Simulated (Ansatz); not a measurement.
# Ti: from a trial structure to a relaxed crystal

Theory: DFT PBE, scalar-relativistic, plane waves, PAW in Ansatz 0.2.0. Cutoff 420 eV, Γ-centred k mesh, Gaussian smearing, no spin polarisation in the final step.

Ti was placed on the sites of a reported C cell (R-3m, No. 166), at a guessed volume.

```
CELL_PARAMETERS angstrom
1.36063 0.78556 12.33416
-1.36063 0.78556 12.33416
0.00000 -1.57112 12.33416
ATOMIC_POSITIONS crystal
Ti 0.05000 0.05000 0.05000
Ti 0.95000 0.95000 0.95000
Ti 0.28300 0.28300 0.28300
Ti 0.71700 0.71700 0.71700
```

Cell and atoms relax at zero pressure; the relaxation can't lower the symmetry of the start. After a coarse first stage the cell is made exact in the group found at 0.06 Å.

Energies count from the standard state of Ti at the same level.

Problem. Which crystal results?

Solution. It keeps R-3m (No. 166), but not the shape of the type it started on. Conventional cell: a = 2.921 Å, c = 28.594 Å. Ti on Wyckoff site c (2 atoms of the primitive cell) has 10 Ti at 2.67–2.92 Å; Ti on Wyckoff site c (2 atoms of the primitive cell) is coordinated by 12 Ti at 2.80–2.93 Å.

```
Ti
1.0
     1.46046    0.84320    9.53146
    -1.46046    0.84320    9.53146
     0.00000   -1.68639    9.53146
Ti
4
Direct
  0.04666 0.04666 0.04666
  0.95334 0.95334 0.95334
  0.20867 0.20867 0.20867
  0.79133 0.79133 0.79133
```

Problem. What are its volume, energy, density and gap?

Solution. The volume per atom is 17.61 Å³ and the density is 4.51 g/cm³. The energy over the standard structure is 0.07 eV/atom and the gap on the 18×18×18 mesh is 0 eV (a metal).

The final run used a 18×18×18 mesh on its 4-atom cell and 0.10 eV smearing. For metals, differences of a few meV/atom aren't resolved. Symmetry constrained the relaxation, so the result can be a saddle point. The steps took about 9 core-minutes in all.